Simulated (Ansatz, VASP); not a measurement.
## One calculation of NaH, two programs

Contents of INCAR:

```
PREC = Accurate
ENCUT = 520
EDIFF = 1E-6
ISMEAR = -1
SIGMA = 0.05
LREAL = F
LASPH = T
NELM = 60
ALGO = Normal
ISIF = 2
LWAVE = F
LCHARG = F
GGA = CA
NBANDS = 11
```

File KPOINTS:

```
regular mesh
0
Gamma
  9 9 9
```

POSCAR

```
NaH
1.0
    0.0000000000      2.4236236676      2.4236236676
    2.4236236676      0.0000000000      2.4236236676
    2.4236236676      2.4236236676      0.0000000000
Na H
1 1
Direct
    0.0000000000      0.0000000000      0.0000000000
    0.5000000000      0.5000000000      0.5000000000
```

File input.yaml:

```yaml
crystal:
  lattice:
    - [0.0, 2.4236236676, 2.4236236676]
    - [2.4236236676, 0.0, 2.4236236676]
    - [2.4236236676, 2.4236236676, 0.0]
  atoms:
    - { symbol: Na, position: [0.0, 0.0, 0.0] }
    - { symbol: H, position: [0.5, 0.5, 0.5] }
kpoints:
  mp_grid: { grid: [9, 9, 9] }
scf:
  occupations: { method: fermi_dirac, width: 0.05 }
hamiltonian:
  xc: lda
  pseudopotentials: { kind: all_electron, lapw: { basis_error: 0.001 } }
output:
  forces: true
  stress: true
  eigenvalues: true
```

Change from the starting cell: volume scaled by 0.98.

Alike in both runs: task single point; functional LDA; k mesh 9 × 9 × 9; occupations fermi-dirac, width 0.05 eV; no spin polarisation.

|  | VASP | Ansatz |
| --- | --- | --- |
| version | VASP 6.6.1 | Ansatz 0.2.0 |
| potentials or method | VASP PAW LDA potentials, release 64 (Na_pv, H) | all-electron LAPW, scalar-relativistic |
| plane-wave cutoff (eV) | 520 | see its input |

VASP gave:

| Quantity | Value |
| --- | --- |
| gap on the k mesh at the Fermi level (eV) | 3.70 |
| least direct gap on the mesh (eV) | 4.45 |
| pressure (GPa) | -2.3 |

Estimate Ansatz's values.

gap on the k mesh at the Fermi level (eV): 3.71; least direct gap on the mesh (eV): 4.45; pressure (GPa): -2.3.

Ansatz ran all-electron here, so the differences hold the error of VASP's frozen core and of both bases.

Caveats: an odd mesh through Γ misses points on the zone boundary, where band edges often lie.
